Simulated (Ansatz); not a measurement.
# Ir: a trial structure relaxed

Aim: relax Ir from this start, dhcp type (P6_3/mmc, No. 194), and see where it ends.

Program: Ansatz 0.2.0. Level of theory: DFT PBE, scalar-relativistic, plane waves, PAW. These are calculated values, not measurements.

## (1) Starting point

It takes space group P6_3/mmc (No. 194, hexagonal). Conventional cell: a = 2.799 Å, b = 2.799 Å, c = 9.027 Å, α = 90.00°, β = 90.00°, γ = 120.00°. Ir (site symmetry -3m) has 12 Ir at 2.78 to 2.80 Å as nearest neighbours. Ir (site symmetry -6m2) is surrounded by 12 Ir at 2.78 to 2.80 Å.

As a file:

```cif
data_structure
_symmetry_space_group_name_H-M 'P 1'
_symmetry_Int_Tables_number 1
_cell_length_a 2.7990
_cell_length_b 2.7990
_cell_length_c 9.0272
_cell_angle_alpha 90.000
_cell_angle_beta 90.000
_cell_angle_gamma 120.000
_cell_volume 61.25
loop_
_atom_site_label
_atom_site_type_symbol
_atom_site_fract_x
_atom_site_fract_y
_atom_site_fract_z
_atom_site_occupancy
Ir1 Ir 0.00000 0.00000 0.00000 1
Ir2 Ir 0.00000 0.00000 0.50000 1
Ir3 Ir 0.33333 0.66667 0.75000 1
Ir4 Ir 0.66667 0.33333 0.25000 1
```

(A quick probe on a coarse mesh, which set the mesh and smearing, is not shown.)

## (3) Coarse relaxation

input.yaml

```yaml
crystal:
  lattice:
    - [2.7989532549, 0.0, 0.0]
    - [-1.3994766274, 2.4239646228, 0.0]
    - [0.0, 0.0, 9.0271766845]
  atoms:
    - { symbol: Ir, position: [0.0, 0.0, 0.0] }
    - { symbol: Ir, position: [0.0, 0.0, 0.5] }
    - { symbol: Ir, position: [0.3333333333, 0.6666666667, 0.75] }
    - { symbol: Ir, position: [0.6666666667, 0.3333333333, 0.25] }
basis:
  ecutwfc: 420
kpoints:
  mp_grid: { grid: [9, 9, 2] }
hamiltonian:
  xc: pbe
scf:
  occupations: { method: gaussian, width: 0.1 }
  lower_state_search: "off"
output:
  forces: true
  stress: true
  eigenvalues: true
relax:
  adjacent_minimum: "off"
  f_tol: 0.04
  max_steps: 70
  cell: { stress_tol: 0.4 }
```

The session goes on with these runs: full relaxation.

What does the calculation give?

**Answer**, as computed:

```
       quantity                                                                       value
           cell  a = 2.740 Å, b = 2.740 Å, c = 8.937 Å, α = 90.00°, β = 90.00°, γ = 120.00°
    space group                                                          P6_3/mmc (No. 194)
         volume                                                               14.52 Å³/atom
gap on the mesh                                                                none (metal)
```

**Reading.** The space group stayed P6_3/mmc, and from the first guess the volume went from 15.31 to 14.52 Å³/atom. Spin-orbit coupling is left out for Ir.
